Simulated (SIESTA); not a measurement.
The system is Ti.

```
Ti
1.0
     2.95000    0.00000    0.00000
    -1.47500    2.55477    0.00000
     0.00000    0.00000    4.68000
Ti
2
Direct
  0.66667 0.33333 0.75000
  0.33333 0.66667 0.25000
```

Program: SIESTA 5.4.2. Alike in all runs: task band structure; potentials or basis PseudoDojo 0.4 standard (PBE files), DZP (energy shift 0.003 Ry; two zetas on semicore shells); no spin polarisation; cell as given; k mesh 10 × 10 × 6; smearing fermi-dirac 0.05 eV; grid cutoff 800 Ry; energy shift 0.003 Ry.

Problem. Order these runs on this cell by their pressure, lowest first.
A. level PBE
B. level optB88-vdW
C. level vdW-DF-cx
D. level vdW-DF

Solution. C (-5.1 GPa), B (-3.2 GPa), A (-1.3 GPa), D (1.4 GPa).

Caveats: the basis of atomic orbitals isn't converged, which shifts pressures, moduli and gaps; the potentials were made for another functional, which shifts forces and pressure (some runs).
